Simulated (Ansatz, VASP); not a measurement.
## Na in VASP and in Ansatz

```
Na
1.0
     3.47639    0.00000    0.00000
     0.00000    3.47639    0.00000
     0.00000    0.00000    3.47639
Na
1
Direct
  0.00000 0.00000 0.00000
```

Alike in both runs: task single point; functional PBEsol; k mesh 11 × 11 × 11; occupations fermi-dirac, width 0.1 eV; no spin polarisation.

|  | VASP | Ansatz |
| --- | --- | --- |
| version | VASP 6.6.1 | Ansatz 0.2.0 |
| potentials or method | VASP PAW PBE potentials, release 64 (Na_pv) | plane waves (420 eV) with PAW, scalar-relativistic |
| plane-wave cutoff (eV) | 520 | 420 |
| valence electrons in the cell | 7 | 9 |

```tsv
	VASP	Ansatz	Ansatz less VASP
pressure (GPa)	-0.4	-0.4	0.00
```

The functional is the same, so the differences come from potentials, cutoffs and numerics. The two sets of potentials don't hold the same shells in valence. Ansatz warned: «pseudo_functional_mismatch».

Caveats: the PAW data sets were made with another functional, which shifts forces and pressure a little (VASP).
